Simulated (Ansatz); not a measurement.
## Formation energy and levels of the interstitial Na_i (void) in ZnSe (F-43m)

Aim: at which Fermi levels does Na_i (void) in ZnSe (F-43m) change its charge? The model is a cell of 54 host atoms with 1 Na put in.

Program: Ansatz 0.2.0. Level of theory: place-levels on r2SCAN runs: charge-transition levels and formation energies with image-charge correction and potential alignment at the atomic sites; PAW set soft_1. Results are calculated unless marked as measured.

## Step 1: The structure

The cell holds 55 atoms: 27 Zn, 27 Se and 1 Na. Its edges and angles: a = 12.017 Å, b = 12.017 Å, c = 12.017 Å, α = 60.0°, β = 60.0°, γ = 60.0°. It derives from ZnSe (space group F-43m). Nearest the centre at fractional (0.167, 0.833, 0.833): Na55 at 0.00 Å, Se36 at 2.45 Å, Se18 at 2.45 Å, Se6 at 2.45 Å, Se14 at 2.45 Å, Zn35 at 2.83 Å, Zn31 at 2.83 Å, Zn23 at 2.83 Å.

The host's dielectric constants go in as inputs: 7.48 for the electrons alone, 10.54 with the ions, computed on the host (DFPT, PBEsol, on the r2SCAN cell), and a cell off the functional's own equilibrium shifts the ionic part.

The cell's shortest repeat is 12.0 Å.

## Step 2: The runs of each charge state

Levels follow from differences of total energies between charge states, each relaxed by itself.

Each atom starts 0.05 Å or so off its site in a random direction: a symmetric start keeps its symmetry, and would miss off-centre moves and Jahn–Teller distortions. Forces are taken at one point at (¼, ¼, ¼). The cell holds 1 electron fewer than the neutral one, with a uniform background that keeps it neutral on the whole.

The sampling was tested on the host first: at the k-points planned (1x1x1 shifted 0.25 0.25 0.25) its energy lies 0.060 eV an atom from the dense-mesh value, so the final energies take a denser sampling.

One state's input; the others differ in charge, spin, start and seed, and in occupations where the table says so.

qp1.relax/input.yaml reads:

```yaml
crystal:
  lattice:
    - [0.0, 8.4973275, 8.4973275]
    - [8.4973275, 0.0, 8.4973275]
    - [8.4973275, 8.4973275, 0.0]
  atoms:
    - { symbol: Zn, position: [0.0, 0.0, 0.0] }
    - { symbol: Se, position: [0.08333333, 0.08333333, 0.08333333] }
[... 1 atom line left out ...]
    - { symbol: Se, position: [0.08333333, 0.08333333, 0.41666667] }
    - { symbol: Zn, position: [0.0, 0.0, 0.66666667] }
    - { symbol: Se, position: [0.08333333, 0.08333333, 0.75] }
[... 1 atom line left out ...]
    - { symbol: Se, position: [0.08333333, 0.41666667, 0.08333333] }
[... 4 atom lines left out ...]
    - { symbol: Zn, position: [0.0, 0.66666667, 0.0] }
    - { symbol: Se, position: [0.08333333, 0.75, 0.08333333] }
[... 3 atom lines left out ...]
    - { symbol: Se, position: [0.08333333, 0.75, 0.75] }
[... 3 atom lines left out ...]
    - { symbol: Se, position: [0.41666667, 0.08333333, 0.41666667] }
    - { symbol: Zn, position: [0.33333333, 0.0, 0.66666667] }
    - { symbol: Se, position: [0.41666667, 0.08333333, 0.75] }
[... 1 atom line left out ...]
    - { symbol: Se, position: [0.41666667, 0.41666667, 0.08333333] }
[... 3 atom lines left out ...]
    - { symbol: Se, position: [0.41666667, 0.41666667, 0.75] }
    - { symbol: Zn, position: [0.33333333, 0.66666667, 0.0] }
[... 2 atom lines left out ...]
    - { symbol: Se, position: [0.41666667, 0.75, 0.41666667] }
    - { symbol: Zn, position: [0.33333333, 0.66666667, 0.66666667] }
    - { symbol: Se, position: [0.41666667, 0.75, 0.75] }
[... 5 atom lines left out ...]
    - { symbol: Se, position: [0.75, 0.08333333, 0.75] }
[... 7 atom lines left out ...]
    - { symbol: Se, position: [0.75, 0.75, 0.08333333] }
[... 4 atom lines left out ...]
    - { symbol: Na, position: [0.166667, 0.833333, 0.833333] }
  host:
    repeats: [3, 3, 3]
    atoms:
      - { symbol: Zn, position: [0.0, 0.0, 0.0] }
      - { symbol: Se, position: [0.25, 0.25, 0.25] }
total_charge: 1
basis:
  ecutwfc: 500
  xc_grid: 2
hamiltonian:
  xc: r2scan
  pseudopotentials: { kind: paw, azcp: { folder: soft_1 } }
kpoints:
  mp_grid: { grid: [1, 1, 1], shift: [0.25, 0.25, 0.25] }
scf:
  occupations: { method: fixed }
  max_iter: 80
output:
  forces: true
  charged_corrections:
    epsilon: 7.48
    static_epsilon: 10.54
    defect_position: [0.166667, 0.833333, 0.833333]
relax:
  f_tol: 0.02
  max_steps: 80
  random_displacement: { amplitude: 0.05, seed: 9301 }
checkpoint:
  write: "../qp1.relax.run"
  compress: false
  write_wavefunctions: true
  write_every: 100000
```

Command:

```console
$ ansatz run input.yaml --threads 4 --pin off --max-ram 15073MiB --backend cpu --events-out ev --progress --plain --runs-dir out
```

The relaxed structure is kept and the sampling changed to a 2×2×2 shifted mesh.

The run of this state that the levels use, under r2SCAN:

qp1.point/input.yaml reads:

```yaml
crystal:
  checkpoint: "../qp1.relax.run"
  host: checkpoint
total_charge: 1
basis:
  ecutwfc: 500
  xc_grid: 2
hamiltonian:
  xc: r2scan
  pseudopotentials: { kind: paw, azcp: { folder: soft_1 } }
kpoints:
  mp_grid: { grid: [2, 2, 2], shift: [0.5, 0.5, 0.5] }
scf:
  occupations: { method: fermi_dirac, width: 0.01 }
  max_iter: 80
output:
  forces: true
  eigenvalues: true
  charged_corrections:
    epsilon: 7.48
    static_epsilon: 10.54
    defect_position: [0.166667, 0.833333, 0.833333]
  eigenstates: { localisation: true }
  populations: true
  band_densities: [{ bands: [v1, v1] }, { bands: [c1, c1] }]
  write_density: true
  write_potential: true
  volumetric_format: npy
checkpoint:
  read: "../qp1.relax.run"
  write: "../qp1.point.run"
  compress: false
  write_wavefunctions: false
  write_every: 100000
```

Relaxations under r2SCAN at one point at (¼, ¼, ¼); times on 4 threads of Arm Neoverse V1, shared host:

| charge | moment (μB) | occupations | outcome | steps | largest displacement against the far atoms (Å) | time |
| --- | --- | --- | --- | --- | --- | --- |
| 0 | 1 | fixed | converged | 9 | 0.12 | 18 min |
| +1 | 0 | fixed | converged | 5 | 0.12 | 5.9 min |

Single points under r2SCAN at a 2×2×2 shifted mesh; times on 4 threads of Arm Neoverse V1, shared host:

```csv
charge,moment (μB),occupations,outcome,time
0,1,fermi-dirac,converged,17 min
+1,0,fermi-dirac,converged,6.1 min
```

Distances (Å) from Na55 to the nearest atoms after relaxation with r2SCAN:

| charge | moment (μB) | 1. | 2. | 3. | 4. | 5. | 6. |
| --- | --- | --- | --- | --- | --- | --- | --- |
| 0 | 1 | Se 2.56 | Se 2.56 | Se 2.56 | Se 2.57 | Zn 2.93 | Zn 2.93 |
| +1 | 0 | Se 2.55 | Se 2.55 | Se 2.55 | Se 2.56 | Zn 2.94 | Zn 2.94 |

## Step 3: Levels against the band edges, r2SCAN

A charged cell interacts with its images and the background, and its potential has another zero than the host's. place-levels removes the first by a point-charge model, screened by the static dielectric constant since the ions have relaxed around the charge, and the second by comparing potentials at atoms far from the defect.

The host is a run of the defect-free crystal in the same cutoffs, grids and k-points, so that basis and sampling errors cancel in part in the differences. The host is run in a cell of 2 atoms on a matching mesh. Its band edges are searched through the zone by a band path, so the gap is smaller than, or equal to, that on the mesh. Chemical potentials are energies per atom of Na (bcc), run with the same functional and cutoff.

levels.point.yaml reads:

```yaml
host:
  run: host.point.run
states: [q0_M1.point.run, qp1.point.run]
geometry_from:
  q0_M1.point.run: q0_M1.relax.run
  qp1.point.run: qp1.relax.run
  host.point.run: host.relax.run
chemical_potentials:
  Na:
    energy: -1488.616329
    dataset: <sha256 of the dataset>
epsilon: 7.48
static_epsilon: 10.54
vertical:
  - { from: qp1.point.run, to: qp1.point_neutral.run }
```

Command:

```console
$ ansatz place-levels levels.point.yaml -- --threads 4 --pin off --max-ram 15073MiB
```

Numbers of over 12 decimals in the logs are rounded to 6 here.

The log of the run:

```text
[... repeated set-up lines and file paths are left out, and long positions are rounded to six places ...]
(+1/0) 1.862 eV above the valence edge (+2.787 eV without the band-filling correction), 0.000 eV under the conduction edge
formation energy of charge +1: -0.769 eV with the Fermi level at the valence edge
formation energy of charge 0: +1.093 eV with the Fermi level at the valence edge
vertical +1 to 0: no energy, since no alignment is typed
  the change from vertical[0].from (qp1.point.run) to vertical[0].to (qp1.point_neutral.run): by its potential at epsilon 7.48 it stands at 0.168 0.834 0.834, with an rms radius of about 5.7 Å (3.3 3.3 3.3 Å across the planes of the cell's vectors); [...]
  edges by r2scan, gap 1.862 eV; the host is sampled to repeats of 24.03 Å
  the defect's cells are sampled to repeats of 24.03 Å, like sampling
  charge +1: -239244.5615 eV with its correction of +0.281 eV, at epsilon 10.54, aligned at sites: +0.0971 eV, mean over 24 atomic sites at or beyond 6.01 Å from the defect at [0.1667, 0.8333, 0.8333], with +0.000000 for the charge's moments and without [...]
  charge 0: +0.000 eV for its dipole among its images, +0.000 omitted
  states[0] (q0_M1.point.run): levels filled in part (TS 0.006 eV): its energy is of no whole electron's
  of states[1] (qp1.point.run): it parts from the run at its places by a charge that spreads by about 3.3 Å along one vector (1.7 Å or more is wide), by its potential at epsilon 7.48, taken for that of held ions (one typed too small widens it), where the cell [...]
  of states[0] (q0_M1.point.run): a band-filling correction moves a carrier to the host's band edge, which changes its energy by -0.924 eV; [...]
  of vertical[0].from (qp1.point.run): it parts from the run at its places by a charge that spreads by about 3.3 Å along one vector (1.7 Å or more is wide), by its potential at epsilon 7.48, taken for that of held ions (one typed too small widens it), where [...]
  vertical[0].to (qp1.point_neutral.run): levels filled in part (TS 0.006 eV): its energy is of no whole electron's
  of vertical[0].to (qp1.point_neutral.run): its moments are held at its close (magnetization.spin_locking), by a field of 0.397 eV a Bohr magneton, and its energy and levels are of the state that this holds: a run that lets them go can end lower; [...]
```

Run time: 0.23 s. Hardware: 4 threads of Arm Neoverse V1, shared host.

Levels between the charges placed, in eV above the valence top:

|  | gap (eV) | (+1/0) |
| --- | --- | --- |
| r2SCAN | 1.86 | 1.86 |

Corrections by state:

```csv
charge,moment (μB),image terms and alignment (eV),band filling (eV),ε used,"over the lowest of its charge, as the program ranks them, band filling apart (eV)"
+1,0.0,0.281,-,10.54,0.000
0,1.0,0.000,-0.924,-,0.000
```

The charged structures listed were also run neutral, and place-levels reads from each pair, by the potential or the spins, how wide the charge is by which they differ; that can be the carrier of either run.

```
charge  rms radius (Å)  spread where it is widest against the cell (Å)  wide from (Å)  reading
    +1             5.7                                            3.27           1.70     wide
```

The neutral runs of these pairs need not share the spin of the lowest neutral state, and very wide values only mean spread over the cell.

From the program's caveats on the states, each cut to its opening words:

- charge +1: it parts from the run at its places by a charge that spreads by about 3.3 Å along one vector (1.7 Å or more is wide), by its potential at epsilon 7.48, taken [...]
- charge 0 (1 μB): a band-filling correction moves a carrier to the host's band edge, which changes its energy by -0.924 eV
- charge 0 (1 μB): its moments are held at its close (magnetization.spin_locking), by a field of 0.396 eV a Bohr magneton, and its energy and levels are of the state that this [...]
- charge 0 (1 μB): flagged: stability check not made

The host's formation energy from the elements is -0.850 eV per atom; it sets how far the chemical potentials can move.

Formation energies (eV), Se-rich (Δμ(Se) = 0.00 eV, Δμ(Zn) = -1.70 eV, Δμ(Na) = 0.00 eV):

```
charge  Fermi level at the valence top  at the conduction bottom
    +1                           -0.77                      1.09
     0                            1.09                      1.09
```

Formation energies (eV), Zn-rich (Δμ(Zn) = 0.00 eV, Δμ(Se) = -1.70 eV, Δμ(Na) = 0.00 eV):

```csv
charge,Fermi level at the valence top,at the conduction bottom
+1,-0.77,1.09
0,1.09,1.09
```

## Step 4: What came out

```json
{
 "gap of the host": "1.86 eV (r2SCAN)",
 "level (plus 1/0)": "1.86 eV above the valence top, at the conduction bottom (2.79 eV above the valence top without the band-filling term)",
 "lowest of the charges placed, just above the valence top (0.02 eV)": "+1",
 "lowest of the charges placed, just below the conduction bottom (0.02 eV)": "+1",
 "lowest formation energy at mid-gap of the charges run, Se-rich": "0.16 eV",
 "lowest formation energy at mid-gap of the charges run, Zn-rich": "0.16 eV"
}
```

In words: Of the charges placed (0 and +1), +1 is the lowest from 0.02 eV above the valence top to 0.02 eV below the conduction bottom, a gap of 1.86 eV. Charges above +1 and below 0 were not placed, so these runs say nothing of levels that involve them. States placed: +1 at 0 μB; 0 at 1 μB. Other spin states or structures, where not listed, weren't placed. The program finds carriers beyond a band edge of the host and adds a band-filling term at charge 0 (-0.92 eV); steps to such a charge show no bound level, and a defect level inside a band would be read the same way. Na is taken at its element; compounds, which aren't counted here, bound the chemical potentials and would shift these formation energies. Keep in mind: r2SCAN makes the gap too small and tends to spread out bound carriers.

[Logs are printed without paths, hosts, clocks, repeated set-up lines and the standing remarks that a program may print on its own settings, such as how far it seeks lower states.]

[Hosts, paths, dates, database ids (printed as entryN), source tags and the programs' standing remarks are cut or masked in the printed files.]

[Where a table of states has a column of steps, it counts the stored structures, which are thinned; the runs took as many ionic steps or more.]

[A defect's name tells the site on which it was built; relaxed atoms can leave that site.]

[For some hosts the program warned that the k-mesh of the response run may be too coarse for force constants and the static dielectric constant; such warnings are not shown here.]
